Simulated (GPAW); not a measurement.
# Ga (Pm-3m) in GPAW: convergence with basis set

Aim: find how far basis set must go before the results for Ga settle, at PBE. This setting moves, with any that are tied to it; all else stays.

All numbers are computed with GPAW 26.7.0; they aren't measurements. Logs are shortened: lines on timing, memory, paths and dates and some standing lists are left out, and cuts for length are marked. The log counts tension as positive stress, the text compression.

## Step 1: The crystal as given

It takes space group Pm-3m (No. 221, cubic). The conventional cell has a = 2.716 Å, b = 2.716 Å, c = 2.716 Å, α = 90.00°, β = 90.00°, γ = 90.00°. Ga (site symmetry m-3m) has 6 Ga at 2.72 Å as nearest neighbours.

The cell was built by a generator and needn't be a form met in nature.

## Step 2: With basis set lcao:sz(dzp)

run.py reads:

```python
from ase import Atoms
from ase.dft.bandgap import bandgap
from ase.io import write
from gpaw import GPAW

atoms = Atoms(['Ga'],
              cell=[[2.71648, 0.0, 0.0],
                    [0.0, 2.71648, 0.0],
                    [0.0, 0.0, 2.71648]],
              scaled_positions=[[0.0, 0.0, 0.0]],
              pbc=True)

calc = GPAW(mode='lcao',
            h=0.16,
            basis='sz(dzp)',
            xc='PBE',
            kpts={'size': (10, 10, 10), 'gamma': True},
            occupations={'name': 'fermi-dirac', 'width': 0.05},
            convergence={'density': 1e-05, 'energy': 1e-05},
            maxiter=100,
            txt='gpaw.txt')
atoms.calc = calc
energy = atoms.get_potential_energy()
forces = atoms.get_forces()
calc.write('gs.gpw')
write('result.traj', atoms)
print(f'Energy: {energy:.6f} eV')
print('Forces (eV/A):')
print(forces.round(4))
print('Fermi level:', round(calc.get_fermi_level(), 4), 'eV')
print(f'Gap: {bandgap(calc)[0]:.4f} eV, direct: {bandgap(calc, direct=True)[0]:.4f} eV')
```

Potentials or basis: GPAW PAW data sets (gpaw-data 1.2.1), lcao:sz(dzp).

Command:

```console
$ OMP_NUM_THREADS=1 python run.py
```

Run time: 32 s. Hardware: 1 thread of Arm Neoverse V2, shared host; peak memory 0.14 GiB.

What came out:

```
Free energy            : -2.6728 eV
Band gap on the k mesh : none (metal or under the smearing width)
```

## Step 3: With basis set lcao:szp(dzp)

run.py, as its differences from that of step 2:

```diff
@@ -14,3 +14,3 @@
             h=0.16,
-            basis='sz(dzp)',
+            basis='szp(dzp)',
             xc='PBE',
```

Potentials or basis: GPAW PAW data sets (gpaw-data 1.2.1), lcao:szp(dzp).

Command:

```console
$ OMP_NUM_THREADS=1 python run.py
```

Run time: 2.2 min. Hardware: 1 thread of Arm Neoverse V2, shared host; peak memory 0.15 GiB.

What came out:

```
Free energy            : -2.6829 eV
Band gap on the k mesh : none (metal or under the smearing width)
```

## Step 4: With basis set lcao:dz(dzp)

run.py, as its differences from that of step 3:

```diff
@@ -14,3 +14,3 @@
             h=0.16,
-            basis='szp(dzp)',
+            basis='dz(dzp)',
             xc='PBE',
```

Potentials or basis: GPAW PAW data sets (gpaw-data 1.2.1), lcao:dz(dzp).

Command:

```console
$ OMP_NUM_THREADS=1 python run.py
```

It took 46 s on 1 thread of Arm Neoverse V2, shared host; peak memory 0.14 GiB.

What came out:

* Free energy: -2.7370 eV
* Band gap on the k mesh: none (metal or under the smearing width)

## Step 5: With basis set lcao:dzp

run.py, as its differences from that of step 4:

```diff
@@ -14,3 +14,3 @@
             h=0.16,
-            basis='dz(dzp)',
+            basis='dzp',
             xc='PBE',
```

Potentials or basis: GPAW PAW data sets (gpaw-data 1.2.1), lcao:dzp.

Command:

```console
$ OMP_NUM_THREADS=1 python run.py
```

Run time: 2.7 min. Hardware: 1 thread of Arm Neoverse V2, shared host; peak memory 0.16 GiB.

Results (log left out):

```yaml
Free_energy: -2.7477 eV
Band_gap_on_the_k_mesh: none (metal or under the smearing width)
```

## Step 6: With basis set fd

run.py, as its differences from that of step 5:

```diff
@@ -12,5 +12,4 @@
 
-calc = GPAW(mode='lcao',
+calc = GPAW(mode='fd',
             h=0.16,
-            basis='dzp',
             xc='PBE',
@@ -18,2 +17,3 @@
             occupations={'name': 'fermi-dirac', 'width': 0.05},
+            nbands=7,
             convergence={'density': 1e-05, 'energy': 1e-05},
```

Potentials or basis: GPAW PAW data sets (gpaw-data 1.2.1), fd.

Command:

```console
$ OMP_NUM_THREADS=1 python run.py
```

Run time: 11 s. Hardware: 1 thread of Arm Neoverse V2, shared host; peak memory 0.2 GiB.

The run converged. Its results:

```yaml
Free_energy: -2.8317 eV
Band_gap_on_the_k_mesh: none (metal or under the smearing width)
```

## Step 7: With basis set pw

run.py, as its differences from that of step 6:

```diff
@@ -3,3 +3,4 @@
 from ase.io import write
-from gpaw import GPAW
+from ase.units import GPa
+from gpaw import GPAW, PW
 
@@ -12,4 +13,3 @@
 
-calc = GPAW(mode='fd',
-            h=0.16,
+calc = GPAW(mode=PW(600),
             xc='PBE',
@@ -24,2 +24,3 @@
 forces = atoms.get_forces()
+stress = atoms.get_stress()
 calc.write('gs.gpw')
@@ -29,2 +30,3 @@
 print(forces.round(4))
+print('Stress (GPa):', (stress / GPa).round(3))
 print('Fermi level:', round(calc.get_fermi_level(), 4), 'eV')
```

Potentials or basis: GPAW PAW data sets (gpaw-data 1.2.1), pw.

Command:

```console
$ OMP_NUM_THREADS=1 python run.py
```

gpaw.txt:

```text
__  _  _
 | _ |_)|_||  |
 |__||  | ||/\| - 26.7.0

Input parameters:
  mode=PW(ecut=600.0),
  convergence={'density': 1e-05, 'energy': 1e-05},
  kpts=MonkhorstPack(size=(10, 10, 10), gamma=True),
  maxiter=100,
  nbands=7,
  occupations=Occupations(name='fermi-dirac', width=0.05),
  xc=XC(name='PBE')

Diagonalizing LCAO Hamiltonian
Converting LCAO to pw mode
   .------.
  /|      |
 * |      |
 | .------.
 |/      /
 Ga-----*

Atoms  # Å, Bohr magnetons
|   | symbol |        x |        y |        z |    initial magnetic moments |
|---|--------|----------|----------|----------|-----------------------------|
| 0 |     Ga | 0.000000 | 0.000000 | 0.000000 | ( 0.0000,  0.0000,  0.0000) |

Unit cell  # Å
| periodic |        x |        y |        z |  lengths |    angles |
|----------|----------|----------|----------|----------|-----------|
|      yes | 2.716480 | 0.000000 | 0.000000 | 2.716480 | 90.000000 |
|      yes | 0.000000 | 2.716480 | 0.000000 | 2.716480 | 90.000000 |
|      yes | 0.000000 | 0.000000 | 2.716480 | 2.716480 | 90.000000 |

Number of symmetries: 48
Symmetry operations  # r_c * U_cc + t_c -> r_c
|    | kind |            matrix            |
|----|------|------------------------------|
|  0 |  E   |  1, 0, 0,  0, 1, 0,  0, 0, 1 |
|  1 |  σ   |  1, 0, 0,  0, 1, 0,  0, 0,-1 |
|  2 |  σ   |  1, 0, 0,  0, 0, 1,  0, 1, 0 |
|  3 |  C4  |  1, 0, 0,  0, 0, 1,  0,-1, 0 |
|  4 |  C4  |  1, 0, 0,  0, 0,-1,  0, 1, 0 |
|  5 |  σ   |  1, 0, 0,  0, 0,-1,  0,-1, 0 |
|  6 |  σ   |  1, 0, 0,  0,-1, 0,  0, 0, 1 |
|  7 |  C2  |  1, 0, 0,  0,-1, 0,  0, 0,-1 |
|  8 |  σ   |  0, 1, 0,  1, 0, 0,  0, 0, 1 |
|  9 |  C2  |  0, 1, 0,  1, 0, 0,  0, 0,-1 |
| 10 |  C3  |  0, 1, 0,  0, 0, 1,  1, 0, 0 |
| 11 |  S6  |  0, 1, 0,  0, 0, 1, -1, 0, 0 |
| 12 |  S6  |  0, 1, 0,  0, 0,-1,  1, 0, 0 |
| 13 |  C3  |  0, 1, 0,  0, 0,-1, -1, 0, 0 |
| 14 |  C4  |  0, 1, 0, -1, 0, 0,  0, 0, 1 |
| 15 |  S4  |  0, 1, 0, -1, 0, 0,  0, 0,-1 |
| 16 |  C3  |  0, 0, 1,  1, 0, 0,  0, 1, 0 |
| 17 |  S6  |  0, 0, 1,  1, 0, 0,  0,-1, 0 |
| 18 |  σ   |  0, 0, 1,  0, 1, 0,  1, 0, 0 |
| 19 |  C4  |  0, 0, 1,  0, 1, 0, -1, 0, 0 |
| 20 |  C2  |  0, 0, 1,  0,-1, 0,  1, 0, 0 |
| 21 |  S4  |  0, 0, 1,  0,-1, 0, -1, 0, 0 |
| 22 |  S6  |  0, 0, 1, -1, 0, 0,  0, 1, 0 |
| 23 |  C3  |  0, 0, 1, -1, 0, 0,  0,-1, 0 |
| 24 |  S6  |  0, 0,-1,  1, 0, 0,  0, 1, 0 |
| 25 |  C3  |  0, 0,-1,  1, 0, 0,  0,-1, 0 |
| 26 |  C4  |  0, 0,-1,  0, 1, 0,  1, 0, 0 |
| 27 |  σ   |  0, 0,-1,  0, 1, 0, -1, 0, 0 |
| 28 |  S4  |  0, 0,-1,  0,-1, 0,  1, 0, 0 |
| 29 |  C2  |  0, 0,-1,  0,-1, 0, -1, 0, 0 |
| 30 |  C3  |  0, 0,-1, -1, 0, 0,  0, 1, 0 |
| 31 |  S6  |  0, 0,-1, -1, 0, 0,  0,-1, 0 |
| 32 |  C4  |  0,-1, 0,  1, 0, 0,  0, 0, 1 |
| 33 |  S4  |  0,-1, 0,  1, 0, 0,  0, 0,-1 |
| 34 |  S6  |  0,-1, 0,  0, 0, 1,  1, 0, 0 |
| 35 |  C3  |  0,-1, 0,  0, 0, 1, -1, 0, 0 |
| 36 |  C3  |  0,-1, 0,  0, 0,-1,  1, 0, 0 |
| 37 |  S6  |  0,-1, 0,  0, 0,-1, -1, 0, 0 |
| 38 |  σ   |  0,-1, 0, -1, 0, 0,  0, 0, 1 |
| 39 |  C2  |  0,-1, 0, -1, 0, 0,  0, 0,-1 |
| 40 |  σ   | -1, 0, 0,  0, 1, 0,  0, 0, 1 |
| 41 |  C2  | -1, 0, 0,  0, 1, 0,  0, 0,-1 |
| 42 |  C2  | -1, 0, 0,  0, 0, 1,  0, 1, 0 |
| 43 |  S4  | -1, 0, 0,  0, 0, 1,  0,-1, 0 |
| 44 |  S4  | -1, 0, 0,  0, 0,-1,  0, 1, 0 |
| 45 |  C2  | -1, 0, 0,  0, 0,-1,  0,-1, 0 |
| 46 |  C2  | -1, 0, 0,  0,-1, 0,  0, 0, 1 |
| 47 |  i   | -1, 0, 0,  0,-1, 0,  0, 0,-1 |

BZ-sampling:
  Number of BZ points: 1000
  Number of IBZ points: 56

  Monkhorst-Pack size: [10, 10, 10]
  Monkhorst-Pack shift: [0.05, 0.05, 0.05]

K-points  # in reciprocal-cell coordinates
|     |                                coordinates |     weight |
|-----|--------------------------------------------|------------|
|   0 | (  0.00000000,   0.00000000,   0.00000000) | 0.00100000 |
|   1 | (  0.10000000,   0.00000000,   0.00000000) | 0.00600000 |
|   2 | (  0.10000000,   0.10000000,   0.00000000) | 0.01200000 |
|   3 | (  0.10000000,   0.10000000,   0.10000000) | 0.00800000 |
|   4 | (  0.20000000,   0.00000000,   0.00000000) | 0.00600000 |
|   5 | (  0.20000000,   0.10000000,   0.00000000) | 0.02400000 |
|   6 | (  0.20000000,   0.10000000,   0.10000000) | 0.02400000 |
|   7 | (  0.20000000,   0.20000000,   0.00000000) | 0.01200000 |
|   8 | (  0.20000000,   0.20000000,   0.10000000) | 0.02400000 |
|   9 | (  0.20000000,   0.20000000,   0.20000000) | 0.00800000 |
| ... |                                            |            |
|  55 | (  0.50000000,   0.50000000,   0.50000000) | 0.00100000 |

Plane wave coefficients: 691
Cutoff: 600.0 eV

Spin-components: 1 (collinear spins)
Bands:           7
Projectors:      5
Spin-degeneracy: 2
Datatype:        complex128

Parallelization:
  kpt:    1
  domain: 1
  band:   1

Density:
  Valence electrons: 3.0
  Components: 1
  Grid points: [16 16 16]
  Charge: 0.0  # |e|

Potential:
  Grid points: [16 16 16]

species:
  Ga:
    name:    Gallium
    Z:       31.0
    valence: 3
    core:    28
    charge:  0.0  # [|e|]
    compensation charges:
      type: gauss
      rc: 0.37  # [Å]
      lmax: 2
    cutoffs:
      filter: 2.06  # [Å]
      core: 4.17  # [Å]
    projectors
    | kind |    occ | energy [eV] | rcut [Å] |
    |------|--------|-------------|----------|
    |   4s |  2.000 |      -8.945 |    1.164 |
    |   4p |  1.000 |      -2.580 |    1.164 |
    |    s |        |      18.266 |    1.164 |
    |    p |        |      24.631 |    1.164 |
    |    d |        |       0.000 |    1.164 |

    Using partial waves for Ga as LCAO basis

Reference energy: -52884.671529  # eV

eigensolver:
  PPCG
  Converge bands: occupied
  niter=2

density mixing:
  MSR1-Mixer
  Pratt-step length: 0.05
  Maximum mixing coefficient: 0.75
  Old densities: 10
  SVD Regularization: 0.005
  Good broyden scale: 1.0
  Trust region scale: 1.0
  Backstep threshold: 4.0
  History deletion threshold: 6.0
  Fourier metric: weight=20.0, sigma=0.015

occupation numbers:
  Fermi-Dirac:
    width: 0.0500  # eV

poisson solver:
  ecut: 4800.0  # eV

xc functional:
  name: PBE with 2 nearest neighbor stencil

convergence criteria:
- Maximum integral of absolute [dens]ity change: 1e-05 electrons / valence electron
- Maximum [total energy] change in last 3 cyles: 1e-05 eV / valence electron
- Maximum integral of absolute [eigenst]ate change: 4e-08 eV^2 / valence electron
maximum number of iterations: 100

SCF iterations
|iter     | |      energy | eigst |  dens |
|---------|-|-------------|-------|-------|
|iter:   1| |   -2.833327 | -1.04 |       |
|iter:   2| |   -2.832944 | -3.53 | -1.10 |
|iter:   3| |   -2.829549 | -3.62 | -1.12 |
|iter:   4| |   -2.829899 | -4.41 | -1.64 |
|iter:   5| |   -2.829933 | -5.36 | -2.47 |
|iter:   6| |   -2.829933 | -7.60c| -3.58 |
|iter:   7| |   -2.829932c| -7.70c| -4.38 |
|iter:   8| |   -2.829932c| -8.68c| -5.38c|

Converged in 8 steps
Energy contributions relative to reference atoms: (reference = -52884.671529)

Energy contributions:
  Kinetic:           8.340133
  Coulomb:          -6.738101
  Zero:              0.013323
  External:          0.000000
  Xc:               -4.442560
  Entropy:          -0.005455
  Spinorbit:         0.000000
  ----------------------------
  Free energy:      -2.832660
  Extrapolated:     -2.829932

dipole moment: (-6.993816, -6.993816, -6.993816)  # |e|*Ang

Fermi level: 5.402
Eigenvalues  # (at kpt = [0.000, 0.000, 0.000])
| band index |      eig [eV] | occ [0-2] |
|------------|---------------|-----------|
|          0 |        -5.172 |     2.000 |
|          1 |        14.390 |     0.000 |
|          2 |        14.390 |     0.000 |
|          3 |        14.390 |     0.000 |
|          4 |        16.795 |     0.000 |
|          5 |        16.795 |     0.000 |
|          6 |        19.742 |     0.000 |

No gap
No difference between direct/indirect transitions

Forces  # eV/Ang
|        x |        y |        z |
|----------|----------|----------|
| -0.00000 | -0.00000 | -0.00000 |  # Ga   0

Stress tensor  # eV/Ang^3
|         x |         y |         z |
|-----------|-----------|-----------|
| -0.003024 | -0.000000 |  0.000000 |
| -0.000000 | -0.003024 |  0.000000 |
|  0.000000 |  0.000000 | -0.003024 |

# Writing to gs.gpw (mode='')
```

Run time: 3.7 s. Hardware: 1 thread of Arm Neoverse V2, shared host; peak memory 0.13 GiB.

Results:

```
Free energy            : -2.8327 eV
Pressure               : 0.5 GPa
Band gap on the k mesh : none (metal or under the smearing width)
```

## Step 8: The series at a glance

```
    basis set  energy less the tightest run, at zero smearing (meV/atom)  SCF cycles  CPU time (s)  peak memory (GiB)
 lcao:sz(dzp)                                                     159.78           7            32               0.14
lcao:szp(dzp)                                                     149.58           7           130               0.15
 lcao:dz(dzp)                                                      95.67           7            46               0.14
     lcao:dzp                                                      84.96           7           160               0.16
           fd                                                       0.92          10            11                0.2
           pw                                                       0.00           8           3.7               0.13
```

Against the tightest run, the energy stays within 1 meV/atom from fd on. The tightest run that finished is the yardstick and may itself not be fully converged.
